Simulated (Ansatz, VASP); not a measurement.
# Cs: VASP beside Ansatz

File INCAR:

```
PREC = Accurate ; ENCUT = 520
EDIFF = 1E-6 ; ISMEAR = -1
SIGMA = 0.05 ; LREAL = False
LASPH = True ; NELM = 60
ALGO = Normal ; ISIF = 2
LWAVE = False ; LCHARG = False
GGA = PE ; NBANDS = 10
```

Contents of KPOINTS:

```
Automatic mesh
0
Gamma
  9 9 9
```

Contents of POSCAR:

```
Cs
1.0
   -2.3580537015      2.3580537015      2.3580537015
    2.3580537015     -2.3580537015      2.3580537015
    2.3580537015      2.3580537015     -2.3580537015
Cs
1
Direct
    0.0000000000      0.0000000000      0.0000000000
```

Input for Ansatz:

```yaml
crystal:
  lattice:
    - [-2.3580537015, 2.3580537015, 2.3580537015]
    - [2.3580537015, -2.3580537015, 2.3580537015]
    - [2.3580537015, 2.3580537015, -2.3580537015]
  atoms:
    - { symbol: Cs, position: [0.0, 0.0, 0.0] }
kpoints:
  mp_grid: { grid: [9, 9, 9] }
scf:
  occupations: { method: fermi_dirac, width: 0.05 }
hamiltonian:
  xc: pbe
  pseudopotentials: { kind: paw, source: ansatz }
output:
  forces: true
  stress: true
  eigenvalues: true
  write_density: true
  write_potential: true
  elf: true
  volumetric_format: npy
```

Change from the starting cell: volume scaled by 0.45, PAW files, source ansatz.

Alike in both runs: task single point; functional PBE; k mesh 9 × 9 × 9; occupations fermi-dirac, width 0.05 eV; no spin polarisation.

|  | VASP | Ansatz |
| --- | --- | --- |
| version | VASP 6.6.1 | Ansatz 0.2.0 |
| potentials or method | VASP PAW PBE potentials, release 64 (Cs_sv) | PAW with other files of Ansatz's library (source ansatz), scalar-relativistic |
| plane-wave cutoff (eV) | 520 | 520 |
| valence electrons in the cell | 9 | 9 |

|  | VASP | Ansatz | Ansatz less VASP |
| --- | --- | --- | --- |
| pressure (GPa) | 4.6 | 4.5 | -0.02 |

With one functional, cell and mesh, what is left measures potentials, basis and numerics.

Spin-orbit coupling is left out, which matters for the levels of Cs.
